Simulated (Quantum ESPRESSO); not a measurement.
# GaN/Ga(1-x)Al(x)N (110) interfaces, on the lattice of GaN: a series in the share x of Al, part 3 of 9

What law, if any, do the results for GaN/Ga(1-x)Al(x)N (110) interfaces, on the lattice of GaN follow against the share x of Al?

Quantum ESPRESSO 7.5; plane-wave DFT, LDA, GBRV ultrasoft pseudopotentials.

So far. Step 2 (Variable-cell relaxation of the reference):  The last row is no step: it is a fresh SCF in the final cell with a new plane-wave basis, +2 meV from the row before.

## Step 5: Variable-cell relaxation, 0.25

What the set-up leaves free in this member is relaxed.

System of this step: Ga(1-x)Al(x)N, x = 1/4, ordered (110) cell. It takes space group Pmm2 (No. 25, orthorhombic). Conventional cell: a = 3.153 Å, b = 6.305 Å, c = 4.458 Å, α = 90.00°, β = 90.00°, γ = 90.00°. Nearest to Al lie 4 N at 1.93 Å. N has 2 Al at 1.93 Å and 2 Ga at 1.93 Å nearest. Nearest to Ga lie 4 N at 1.93 Å. Nearest to N lie 3 Ga at 1.93 Å and 1 Al at 1.93 Å. Ga has 4 N at 1.93 Å nearest. N has 4 Ga at 1.93 Å nearest. Farther neighbours and most contacts between anions are not listed.

m0.relax.in

```
&control
  prefix = 'm0.relax'
  outdir = './out'
  pseudo_dir = './pseudo'
  nstep = 70
  forc_conv_thr = 0.0004
  calculation = 'vc-relax'
/
&system
  ibrav = 0
  nat = 8
  ntyp = 3
  ecutwfc = 48
  ecutrho = 240
  occupations = 'smearing'
  smearing = 'fd'
  degauss = 0.002
/
&electrons
  conv_thr = 1e-09
  mixing_beta = 0.4
  electron_maxstep = 120
/
&ions
/
&cell
  cell_dofree = 'z'
  press_conv_thr = 0.4
/
ATOMIC_SPECIES
  Al  26.9815  al_lda_v1.uspp.F.UPF
  N   14.0070  n_lda_v1.2.uspp.F.UPF
  Ga  69.7230  ga_lda_v1.4.uspp.F.UPF
CELL_PARAMETERS angstrom
  4.45829023100000 0.00000000000000 0.00000000000000
  0.00000000000000 3.15256856000000 0.00000000000000
  0.00000000000000 0.00000000000000 6.30513821000000
ATOMIC_POSITIONS crystal
  Al  0.000000000000 0.000000000000 0.000000000000
  N   0.250000000000 0.500000000000 0.000000000000
  Ga  0.500000000000 0.500000000000 0.250000000000
  N   0.750000000000 0.000000000000 0.250000000000
  Ga  0.000000000000 0.000000000000 0.500000000000
  N   0.250000000000 0.500000000000 0.500000000000
  Ga  0.500000000000 0.500000000000 0.750000000000
  N   0.750000000000 0.000000000000 0.750000000000
K_POINTS automatic
  3 4 2 0 0 0
```

Launch:

```sh
> OMP_NUM_THREADS=1 mpirun -n 4 pw.x -nk 2 -in m0.relax.in > m0.relax.out
```

The program printed:

```text
[banner, memory and clock lines left out]
Program PWSCF v.7.5 starts

          URL

     Message from routine setup:
     using ibrav=0 with symmetry is DISCOURAGED, use correct ibrav instead

     bravais-lattice index     =            0
     lattice parameter (alat)  =       8.4249  a.u.
     unit-cell volume          =     598.0315 (a.u.)^3
     number of atoms/cell      =            8
     number of atomic types    =            3
     number of electrons       =        80.00
     number of Kohn-Sham states=           48
     kinetic-energy cutoff     =      48.0000  Ry
     charge density cutoff     =     240.0000  Ry
     scf convergence threshold =      1.0E-09
     mixing beta               =       0.4000
     number of iterations used =            8  plain     mixing
     energy convergence thresh.=      1.0E-04
     force convergence thresh. =      4.0E-04
     press convergence thresh. =      4.0E-01
     Exchange-correlation=  SLA  PZ   NOGX NOGC
                           (   1   1   0   0   0   0   0)
     nstep                     =           70

     celldm(1)=   8.424948  celldm(2)=   0.000000  celldm(3)=   0.000000
     celldm(4)=   0.000000  celldm(5)=   0.000000  celldm(6)=   0.000000

     crystal axes: (cart. coord. in units of alat)
               a(1) = (   1.000000   0.000000   0.000000 )
               a(2) = (   0.000000   0.707125   0.000000 )
               a(3) = (   0.000000   0.000000   1.414250 )

     reciprocal axes: (cart. coord. in units 2 pi/alat)
               b(1) = (  1.000000  0.000000  0.000000 )
               b(2) = (  0.000000  1.414177  0.000000 )
               b(3) = (  0.000000  0.000000  0.707088 )

     PseudoPot. # 1 for Al read from file:
     ./pseudo/al_lda_v1.uspp.F.UPF
     Pseudo is Ultrasoft + core correction, Zval =  3.0
     Generated by new atomic code, or converted to UPF format
     Using radial grid of  893 points,  3 beta functions with:
                l(1) =   0
                l(2) =   1
                l(3) =   2
     Q(r) pseudized with  8 coefficients,  rinner =    0.900   0.900   0.900
                                                       0.900   0.900

     PseudoPot. # 2 for N  read from file:
     ./pseudo/n_lda_v1.2.uspp.F.UPF
     Pseudo is Ultrasoft + core correction, Zval =  5.0
     Generated by new atomic code, or converted to UPF format
     Using radial grid of  729 points,  4 beta functions with:
                l(1) =   0
                l(2) =   0
                l(3) =   1
                l(4) =   1
     Q(r) pseudized with  8 coefficients,  rinner =    0.900   0.900   0.900

     PseudoPot. # 3 for Ga read from file:
     ./pseudo/ga_lda_v1.4.uspp.F.UPF
     Pseudo is Ultrasoft + core correction, Zval = 19.0
     Generated by new atomic code, or converted to UPF format
     Using radial grid of  871 points,  6 beta functions with:
                l(1) =   0
                l(2) =   0
                l(3) =   1
                l(4) =   1
                l(5) =   2
                l(6) =   2
     Q(r) pseudized with  8 coefficients,  rinner =    1.250   1.250   1.250
                                                       1.250   1.250

     atomic species   valence    mass     pseudopotential
     Al                3.00    26.98150     Al( 1.00)
     N                 5.00    14.00700     N ( 1.00)
     Ga               19.00    69.72300     Ga( 1.00)

      4 Sym. Ops. (no inversion) found

   Cartesian axes

     site n.     atom                  positions (alat units)
         1        Al     tau(   1) = (   0.0000000   0.0000000   0.0000000  )
         2        N      tau(   2) = (   0.2500000   0.3535625   0.0000000  )
         3        Ga     tau(   3) = (   0.5000000   0.3535625   0.3535626  )
         4        N      tau(   4) = (   0.7500000   0.0000000   0.3535626  )
         5        Ga     tau(   5) = (   0.0000000   0.0000000   0.7071251  )
         6        N      tau(   6) = (   0.2500000   0.3535625   0.7071251  )
         7        Ga     tau(   7) = (   0.5000000   0.3535625   1.0606877  )
         8        N      tau(   8) = (   0.7500000   0.0000000   1.0606877  )

     number of k points=    12  Fermi-Dirac smearing, width (Ry)=  0.0020
                       cart. coord. in units 2pi/alat
        k(    1) = (   0.0000000   0.0000000   0.0000000), wk =   0.0833333
        k(    2) = (   0.0000000   0.0000000  -0.3535442), wk =   0.0833333
        k(    3) = (   0.0000000   0.3535443   0.0000000), wk =   0.1666667
        k(    4) = (   0.0000000   0.3535443  -0.3535442), wk =   0.1666667
        k(    5) = (   0.0000000  -0.7070885   0.0000000), wk =   0.0833333
        k(    6) = (   0.0000000  -0.7070885  -0.3535442), wk =   0.0833333
        k(    7) = (   0.3333333   0.0000000   0.0000000), wk =   0.1666667
        k(    8) = (   0.3333333   0.0000000  -0.3535442), wk =   0.1666667
        k(    9) = (   0.3333333   0.3535443   0.0000000), wk =   0.3333333
        k(   10) = (   0.3333333   0.3535443  -0.3535442), wk =   0.3333333
        k(   11) = (   0.3333333  -0.7070885   0.0000000), wk =   0.1666667
        k(   12) = (   0.3333333  -0.7070885  -0.3535442), wk =   0.1666667

     Dense  grid:    37539 G-vectors     FFT dimensions: (  45,  30,  60)

     Smooth grid:    26867 G-vectors     FFT dimensions: (  40,  27,  54)

     Initial potential from superposition of free atoms

     starting charge      76.9978, renormalised to      80.0000
     Starting wfcs are   56 randomized atomic wfcs

     per-process dynamical memory:    36.2 Mb

     Self-consistent Calculation

     iteration #  1     ecut=    48.00 Ry     beta= 0.40
     Davidson diagonalization with overlap
     ethr =  1.00E-02,  avg # of iterations =  3.1

     total energy              =   -1328.13883288 Ry
     estimated scf accuracy    <      13.28939624 Ry

     iteration #  2     ecut=    48.00 Ry     beta= 0.40
     Davidson diagonalization with overlap
     ethr =  1.00E-02,  avg # of iterations =  2.0

     total energy              =   -1332.56827394 Ry
     estimated scf accuracy    <       1.01794861 Ry

     iteration #  3     ecut=    48.00 Ry     beta= 0.40
     Davidson diagonalization with overlap
     ethr =  1.27E-03,  avg # of iterations =  2.4

     total energy              =   -1332.64434673 Ry
     estimated scf accuracy    <       0.08723652 Ry

     iteration #  4     ecut=    48.00 Ry     beta= 0.40
     Davidson diagonalization with overlap
     ethr =  1.09E-04,  avg # of iterations =  3.9

     total energy              =   -1332.65466334 Ry
[...]
Davidson diagonalization with overlap
     ethr =  1.64E-04,  avg # of iterations =  3.1

     total energy              =   -1332.65777551 Ry
     estimated scf accuracy    <       0.01550976 Ry

     iteration #  5     ecut=    48.00 Ry     beta= 0.40
     Davidson diagonalization with overlap
     ethr =  1.94E-05,  avg # of iterations =  4.3

     total energy              =   -1332.66108598 Ry
     estimated scf accuracy    <       0.00678433 Ry

     iteration #  6     ecut=    48.00 Ry     beta= 0.40
     Davidson diagonalization with overlap
     ethr =  8.48E-06,  avg # of iterations =  2.2

     total energy              =   -1332.66014997 Ry
     estimated scf accuracy    <       0.00215593 Ry

     iteration #  7     ecut=    48.00 Ry     beta= 0.40
     Davidson diagonalization with overlap
     ethr =  2.69E-06,  avg # of iterations =  2.7

     total energy              =   -1332.66067459 Ry
     estimated scf accuracy    <       0.00001073 Ry

     iteration #  8     ecut=    48.00 Ry     beta= 0.40
     Davidson diagonalization with overlap
     ethr =  1.34E-08,  avg # of iterations =  5.4

     total energy              =   -1332.66068151 Ry
     estimated scf accuracy    <       0.00000730 Ry

     iteration #  9     ecut=    48.00 Ry     beta= 0.40
     Davidson diagonalization with overlap
     ethr =  9.12E-09,  avg # of iterations =  2.0

     total energy              =   -1332.66068296 Ry
     estimated scf accuracy    <       0.00000040 Ry

     iteration # 10     ecut=    48.00 Ry     beta= 0.40
     Davidson diagonalization with overlap
     ethr =  5.03E-10,  avg # of iterations =  2.2

     total energy              =   -1332.66068302 Ry
     estimated scf accuracy    <       0.00000003 Ry

     iteration # 11     ecut=    48.00 Ry     beta= 0.40
     Davidson diagonalization with overlap
     ethr =  3.77E-11,  avg # of iterations =  4.2

     total energy              =   -1332.66068303 Ry
     estimated scf accuracy    <          3.5E-09 Ry

     iteration # 12     ecut=    48.00 Ry     beta= 0.40
     Davidson diagonalization with overlap
     ethr =  4.32E-12,  avg # of iterations =  2.5

     total energy              =   -1332.66068303 Ry
     estimated scf accuracy    <          7.8E-10 Ry

     iteration # 13     ecut=    48.00 Ry     beta= 0.40
     Davidson diagonalization with overlap
     ethr =  9.80E-13,  avg # of iterations =  2.5

     total energy              =   -1332.66068303 Ry
     estimated scf accuracy    <          2.9E-11 Ry

     iteration # 14     ecut=    48.00 Ry     beta= 0.40
     Davidson diagonalization with overlap
     ethr =  1.00E-13,  avg # of iterations =  2.7

     End of self-consistent calculation

          k = 0.0000 0.0000 0.0000 (  3345 PWs)   bands (ev):

   -82.2871 -82.2862 -82.2841 -82.2840 -82.2794 -82.2792 -82.2735 -82.2718
   -82.2699  -5.8695  -4.9009  -4.7201  -4.4523  -3.4397  -3.4390  -3.4244
    -3.3404  -3.3156  -3.2874  -3.2195  -3.1643  -3.1605  -3.1526  -3.1443
    -3.0826  -2.2747  -2.2445  -1.4995   3.7972   4.4665   5.0000   6.6332
     6.6948   7.2586   7.4063   8.8131   8.9927   9.8070   9.9058   9.9374
    12.3002  13.2252  16.5181  16.7237  17.3115  17.5807  17.6528  19.5583

          k = 0.0000 0.0000-0.3568 (  3330 PWs)   bands (ev):

   -82.2867 -82.2864 -82.2839 -82.2839 -82.2794 -82.2793 -82.2735 -82.2716
   -82.2699  -5.4484  -5.3530  -4.7057  -4.4461  -3.4338  -3.4138  -3.3594
    -3.3289  -3.3258  -3.3020  -3.2313  -3.2042  -3.1812  -3.1640  -3.1316
    -3.1136  -3.1067  -1.5050  -1.2814   4.0778   4.3868   5.5008   5.7528
     7.0634   7.6522   7.7541   7.8136   8.7347   9.0262   9.5218   9.8758
    14.2039  14.3452  14.8958  14.9995  17.9618  18.4234  19.4573  19.6895

          k = 0.0000 0.3535 0.0000 (  3319 PWs)   bands (ev):

   -82.2869 -82.2861 -82.2844 -82.2844 -82.2793 -82.2792 -82.2734 -82.2721
   -82.2698  -5.4132  -4.8263  -4.6247  -4.4104  -3.3714  -3.3603  -3.3344
    -3.3108  -3.2895  -3.2745  -3.2264  -3.1967  -3.1933  -3.1335  -3.1114
    -3.0928  -2.0056  -1.9777  -1.3056   4.0624   4.3999   5.0208   5.5850
     6.9155   6.9730   7.3250   7.5342   7.5879   7.9333   8.8659   9.7518
    14.3179  14.8930  14.9585  14.9849  17.3668  17.7285  18.7281  19.8090

          k = 0.0000 0.3535-0.3568 (  3350 PWs)   bands (ev):

   -82.2867 -82.2865 -82.2845 -82.2845 -82.2794 -82.2793 -82.2735 -82.2722
   -82.2699  -5.1320  -5.0107  -4.6624  -4.4078  -3.3339  -3.3290  -3.3282
    -3.3219  -3.3064  -3.2618  -3.2515  -3.1996  -3.1858  -3.1190  -3.1060
    -3.0089  -2.9714  -1.4387  -1.0991   4.2227   4.6548   6.0303   6.1919
     6.2783   6.3769   6.4612   6.8633   8.3403   8.4659   8.4945   8.5529
    14.7078  14.8877  15.9340  16.0850  17.4139  17.7793  18.4823  20.3859

          k = 0.0000-0.7071 0.0000 (  3306 PWs)   bands (ev):

   -82.2868 -82.2860 -82.2847 -82.2847 -82.2793 -82.2792 -82.2734 -82.2724
   -82.2697  -4.9280  -4.7888  -4.5732  -4.3515  -3.3820  -3.3441  -3.3331
    -3.2867  -3.2796  -3.2238  -3.1604  -3.1570  -3.1540  -3.1005  -3.0751
    -2.3731  -2.1641  -1.5101  -1.4394   3.6562   4.0370   4.4567   5.0805
     6.6636   6.6642   7.2893   7.2896   7.3063   7.3078   8.9058   9.0665
    13.1392  13.1517  16.2628  16.5765  16.7772  17.1403  17.6923  18.2914

          k = 0.0000-0.7071-0.3568 (  3324 PWs)   bands (ev):

   -82.2867 -82.2866 -82.2847 -82.2846 -82.2792 -82.2792 -82.2734 -82.2724
   -82.2700  -4.8980  -4.7225  -4.6197  -4.3299  -3.3466  -3.3304  -3.2861
    -3.2823  -3.2817  -3.2697  -3.2356  -3.1925  -3.1446  -3.0904  -3.0798
    -2.2337  -1.9202  -1.8706  -1.7677   4.3425   4.4585   4.4795   5.2977
     6.8870   6.9364   6.9715   7.0051   7.5633   7.5636   7.5649   7.6134
    14.8273  14.9738  14.9983  15.0241  17.1632  17.6256  17.6323  19.4331

          k = 0.3333 0.0000 0.0000 (  3334 PWs)   bands (ev):

   -82.2870 -82.2861 -82.2841 -82.2840 -82.2794 -82.2792 -82.2735 -82.2718
   -82.2699  -5.4528  -4.9527  -4.7117  -4.5691  -3.4006  -3.3957  -3.3809
    -3.3451  -3.3163  -3.2943  -3.2928  -3.1543  -3.1384  -3.1213  -3.1137
    -3.0852  -2.5715  -2.1475  -1.9016   3.1013   3.3805   5.3440   7.7934
     7.8295   7.9171   8.5266   8.5325   8.8007   9.0606   9.2116   9.2144
    14.0807  14.3385  15.2430  15.7762  17.4277  18.3024  18.3776  18.9154

          k = 0.3333 0.0000-0.3568 (  3324 PWs)   bands (ev):

   -82.2867 -82.2864 -82.2840 -82.2840 -82.2793 -82.2792 -82.2734 -82.2718
   -82.2698  -5.2065  -5.1024  -4.7470  -4.5627  -3.3950  -3.3940  -3.3789
    -3.3554  -3.2823  -3.2757  -3.1909  -3.1558  -3.1494  -3.1031  -3.0939
    -3.0566  -3.0284  -2.0950  -2.0675   4.1291   4.1848   5.5249   5.8319
     7.4047   7.5440   8.1139   8.3006   9.0872   9.2201   9.3325   9.4152
    14.5682  14.9046  15.6010  15.7152  17.6092  18.2454  18.7686  19.3332

          k = 0.3333 0.3535 0.0000 (  3321 PWs)   bands (ev):

   -82.2870 -82.2861 -82.2844 -82.2844 -82.2792 -82.2792 -82.2734 -82.2721
   -82.2698  -5.1633  -4.8727  -4.6247  -4.4578  -3.3918  -3.3656  -3.3422
    -3.3315  -3.2716  -3.2421  -3.2014  -3.1779  -3.1469  -3.1196  -3.0975
    -3.0361  -2.1940  -1.7986  -1.5821   3.6663   3.8216   4.3132   5.6074
     6.8398   6.9211   7.5070   8.1458   8.1755   8.3294   9.2806   9.3251
    14.7643  15.5657  15.6269  15.9704  17.5848  17.6267  18.4138  19.0719

          k = 0.3333 0.3535-0.3568 (  3330 PWs)   bands (ev):

   -82.2867 -82.2865 -82.2844 -82.2844 -82.2793 -82.2793 -82.2734 -82.2721
   -82.2699  -5.0278  -4.8882  -4.6856  -4.4456  -3.3698  -3.3662  -3.3318
    -3.3250  -3.3095  -3.2257  -3.2098  -3.1816  -3.1707  -3.1328  -3.1287
    -2.7181  -2.6775  -1.8188  -1.6654   4.2306   4.3215   5.3122   5.5523
     6.0422   6.1685   7.4472   7.5084   8.1951   8.3563   8.9741   9.0836
    15.8556  16.1149  16.5498  16.5920  17.4285  17.7988  17.9872  18.8134

          k = 0.3333-0.7071 0.0000 (  3308 PWs)   bands (ev):

   -82.2869 -82.2861 -82.2847 -82.2846 -82.2792 -82.2792 -82.2734 -82.2724
   -82.2698  -4.9337  -4.8162  -4.5772  -4.3410  -3.3751  -3.3641  -3.3575
    -3.3126  -3.
[key lines of the parts left out:]
the Fermi energy is    10.9814 ev
convergence has been achieved in   7 iterations
```

It took 1.7 min on 4 MPI ranks of Arm Neoverse V1, shared host; peak memory 0.39 GiB; 6.8 min of CPU time.

Relaxation path:

| step | energy less that of the first step (eV) | largest force (eV/Å) | volume (Å³) |
| --- | --- | --- | --- |
| 1 | 0.0000 | 1.0525 | 88.62 |
| 2 | -0.0481 | 0.6536 | 88.12 |
| 3 | -0.0697 | 0.1963 | 87.82 |
| 4 | -0.0729 | 0.1135 | 87.78 |
| 5 | -0.0737 | 0.0575 | 87.80 |
| 6 | -0.0739 | 0.0251 | 87.81 |
| 7 | -0.0739 | 0.0150 | 87.82 |
| 8 | -0.0739 | 0.0089 | 87.82 |
| 9 | -0.0713 | 0.0090 | 87.82 |

| cell as run | before | after | change |
| --- | --- | --- | --- |
| a (Å) | 4.458 | 4.458 | +0.0 % |
| b (Å) | 3.153 | 3.153 | +0.0 % |
| c (Å) | 6.305 | 6.248 | -0.9 % |
| volume (Å³/atom) | 11.08 | 10.98 | -0.9 % |

The atoms that moved most (Å, as changes of fractional coordinates times the final cell):

```
atom      dx     dy      dz  length
  N2  -0.058  0.000   0.000   0.058
  N4   0.019  0.000  -0.035   0.040
  N8   0.019  0.000   0.035   0.040
 Ga7   0.003  0.000   0.016   0.016
 Ga3   0.003  0.000  -0.016   0.016
  N6   0.008  0.000   0.000   0.008
 Al1   0.005  0.000   0.000   0.005
```

 The last row is no step: it is a fresh SCF in the final cell with a new plane-wave basis, +3 meV from the row before.

Numbers from this step:

```
free energy  : -18131.7723 eV
Fermi energy : 10.98 eV
```

[end of part 3 of 9]

[Logs are printed without paths, hosts, clocks, repeated set-up lines and the standing remarks that a program may print on its own settings, such as how far it seeks lower states.]

[Hosts, paths, dates, database ids (printed as entryN), source tags and the programs' standing remarks are cut or masked in the printed files.]

[Maps of the electrostatic potential energy from Ansatz leave out the sawtooth potential of an applied field or a dipole correction, so their vacuum need not be flat; planar profiles and work functions include it.]
